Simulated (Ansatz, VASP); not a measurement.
# Rh in VASP and in Ansatz

```
CELL_PARAMETERS angstrom
3.97422 0.00000 0.00000
-1.98711 3.44177 0.00000
0.00000 0.00000 12.21145
ATOMIC_POSITIONS crystal
Rh 0.00000 0.00000 0.09862
Rh 0.00000 0.00000 0.59862
Rh 0.00000 0.00000 0.40138
Rh 0.00000 0.00000 0.90138
Rh 0.33333 0.66667 0.15252
Rh 0.66667 0.33333 0.65252
Rh 0.33333 0.66667 0.34748
Rh 0.66667 0.33333 0.84748
```

Alike in both runs: functional PBE; k mesh 12 × 12 × 4; occupations gaussian, width 0.1 eV; no spin polarisation.

Ansatz relaxed the structure, and its values are those at the end. VASP's run is a single point on that final structure, the one shown.

```csv
,VASP,Ansatz
version,VASP 6.6.1,Ansatz 0.2.0
potentials or method,"VASP PAW PBE potentials, release 64 (Rh_pv)","scalar-relativistic, plane waves, PAW"
plane-wave cutoff (eV),520,420
valence electrons in the cell,120,136
```

Ansatz gave:

- gap on the k mesh at the Fermi level (eV): none
- pressure (GPa): 0.0

Which values does VASP return?

gap on the k mesh at the Fermi level (eV): none; pressure (GPa): 0.1.

A gap of «none» marks a metal or a gap that the smearing closes. With one functional, cell and mesh, what is left measures potentials, basis and numerics. The two sets of potentials don't hold the same shells in valence.
